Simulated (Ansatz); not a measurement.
Given:

Relaxed InN (zinc blende):

```xyz
2
Lattice="0.0000 2.4933 2.4933 2.4933 0.0000 2.4933 2.4933 2.4933 0.0000" Properties=species:S:1:pos:R:3 pbc="T T T"
N      3.7399     3.7399     3.7399
In     0.0000     0.0000     0.0000
```

Scan: atom 2 (In, nearest neighbour N at 2.159 Å; its periodic images, 3.5 Å or more away, move with it) is displaced along Cartesian x, direction (1.000, 0.000, 0.000) in Cartesian axes, by s. The other atoms stay.

Calculation: PBEsol (plane waves to 420 eV, PAW, scalar-relativistic; Ansatz, a program for electronic structure). k mesh 9×9×9 (Γ-centred), Fermi-Dirac smearing 0.05 eV. Energies are smeared free energies. With partly filled bands, energies and forces of such displacements shift with the k mesh and the smearing. At this level the bands of InN touch or barely overlap; measurements give the solid a gap. InN was relaxed with its symmetry unable to fall. ΔE is measured from the undisplaced structure.

The scan covers s from -0.220 to 0.220 Å in 11 points.

Task: Is this a single well or a double well?

Result: A single well with its minimum at or next to zero displacement.

Task: Is the energy the same for equal positive and negative displacements?

Result: Even: the same for both signs. With its periodic images moving along, the atom's site symmetry in this cell is -43m.

Task: What is the force constant k = d²E/ds² of this move at s = 0?

Result: 9.41 eV/Å².

Task: With two atoms in the cell this is the zone-centre optical mode. What wavenumber follows?

Result: 453 cm⁻¹.

(A displaced cell: forces are minus the slopes of the energy, force constants its curvatures, and phonons follow from these.)
